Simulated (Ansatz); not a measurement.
## Sb: changes ranked by their effect on the pressure

```yaml
crystal:
  lattice:
    - [3.16000, 0.00000, 0.00000]
    - [0.00000, 3.16000, 0.00000]
    - [0.00000, 0.00000, 3.16000]
  atoms:
    - { symbol: Sb, position: [0.00000, 0.00000, 0.00000] }
```

The cell is COD entry 9013008, as deposited and not checked against the literature; nothing was relaxed.

All numbers below come from DFT, PBE, all-electron LAPW, scalar-relativistic in Ansatz 0.2.0.

Settings: a Γ-centred 13×13×13 k mesh, Fermi–Dirac smearing of 0.05 eV, basis error target 1 meV/atom, no spin polarisation.

Spin–orbit coupling is off unless a change turns it on.

In this reference run the pressure is -2.5 GPa (positive in compression). Each change below is made alone, on the same k mesh, with fractional coordinates held unless an atom is moved; x, y and z are the Cartesian axes.

(1) Order the changes by the shift of the pressure, most negative first.
A. equal xy, yz and zx engineering shear strains of +1 %
B. volume scaled by 1.02
C. volume scaled by 0.97
D. volume scaled by 0.98
E. volume scaled by 1.01
F. z strained by +4 % at fixed volume

Results:

(1) B (-0.8 GPa), E (-0.4 GPa), A (0.0 GPa), F (+0.3 GPa), D (+0.9 GPa), C (+1.4 GPa).
